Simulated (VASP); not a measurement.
Here is a VASP 6.6.1 calculation.

File INCAR:

```
ALGO = Normal ; EDIFF = 1E-6
ENCUT = 900 ; GGA = PS
ISIF = 2 ; ISMEAR = 0
LASPH = True ; LCHARG = True
LELF = True ; LREAL = False
LVHAR = True ; LWAVE = False
NELM = 60 ; PREC = Accurate
SIGMA = 0.02
```

The input KPOINTS:

```
k-points
0
Gamma
  12 12 12
```

The input POSCAR:

```
BAs
1.0
    0.0000000000      2.3885000000      2.3885000000
    2.3885000000      0.0000000000      2.3885000000
    2.3885000000      2.3885000000      0.0000000000
B As
1 1
Direct
    0.0000000000      0.0000000000      0.0000000000
    0.2500000000      0.2500000000      0.2500000000
```

Potentials or basis: VASP PAW PBE potentials, release 64 (B_h, As).

Run with:

```console
$ cat potpaw_PBE.64/B_h/POTCAR potpaw_PBE.64/As/POTCAR > POTCAR
$ mpirun -np 1 vasp_std > vasp.out
```

(1) What does it give for the pressure?

(2) Predict the band gap on the k mesh.

Results:

(1) 0.0 GPa.

(2) 1.08 eV, indirect (least direct gap 3.24 eV).

Caveat: the PAW data sets were made with another functional, which shifts forces and pressure a little.
